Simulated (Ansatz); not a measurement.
Here is an Ansatz 0.2.0 calculation.

Contents of input.yaml:

```yaml
crystal:
  lattice:
    - [6.3616090156, 0.0, 0.0]
    - [0.0, 3.48040306, 0.0]
    - [-0.0857412231, 0.0, 36.1758904685]
  atoms:
    - { symbol: Te, position: [0.4292511, 0.75, 0.54070358] }
    - { symbol: Te, position: [0.5707489, 0.25, 0.45929642] }
    - { symbol: Te, position: [0.92084787, 0.25, 0.55652732] }
    - { symbol: Te, position: [0.07915213, 0.75, 0.44347268] }
    - { symbol: Mo, position: [0.18134756, 0.25, 0.49746537] }
    - { symbol: Mo, position: [0.81865244, 0.75, 0.50253463] }
hamiltonian:
  xc: lda
  pseudopotentials: { kind: paw }
kpoints:
  mp_grid: { grid: [4, 8, 1] }
  band_path:
    path:
      - [[0.0, 0.0, 0.0], [0.0, 0.0, 0.5], [-0.4997944133, 0.0, 0.5067361864], [-0.5, 0.0, 0.5], [-0.5, 0.5, 0.5], [-0.5002055867, 0.5, 0.4932638136], [-0.5, 0.5, 0.0], [-0.5, 0.0, 0.0], [-0.5002055867, 0.0, 0.4932638136]]
      - [[-0.4997944133, 0.5, 0.5067361864], [0.0, 0.5, 0.5], [0.0, 0.5, 0.0]]
      - [[0.0, 0.0, 0.5], [0.0, 0.5, 0.5]]
    npoints: 14
scf:
  occupations: { method: fermi_dirac, width: 0.05 }
  n_extra_bands: 15
output:
  forces: true
  stress: true
  eigenvalues: true
  fatbands: false
```

Potentials or basis: Ansatz PAW.

The run is started by

```sh
$ ansatz run input.yaml --threads 2 --pin off --max-ram 5632MiB --backend cpu --events-out ev --progress --plain --runs-dir out
```

Q: Estimate the largest force.

A: 0.481 eV/Å.

Q: Predict the band gap on the k mesh.

A: None (metal or under the smearing width).

Forces in eV/Å, atoms in the order of the input:
```
Te   0.008  0.000 -0.406
Te  -0.008  0.000  0.406
Te  -0.004  0.000 -0.481
Te   0.004  0.000  0.481
Mo  -0.063  0.000 -0.013
Mo   0.063  0.000  0.013
```

Caveat: spin-orbit coupling is left out, which moves the levels of the heavy elements; the PAW data sets come from PBE, with cores solved anew for the run's functional, which leaves a small shift of forces and pressure.
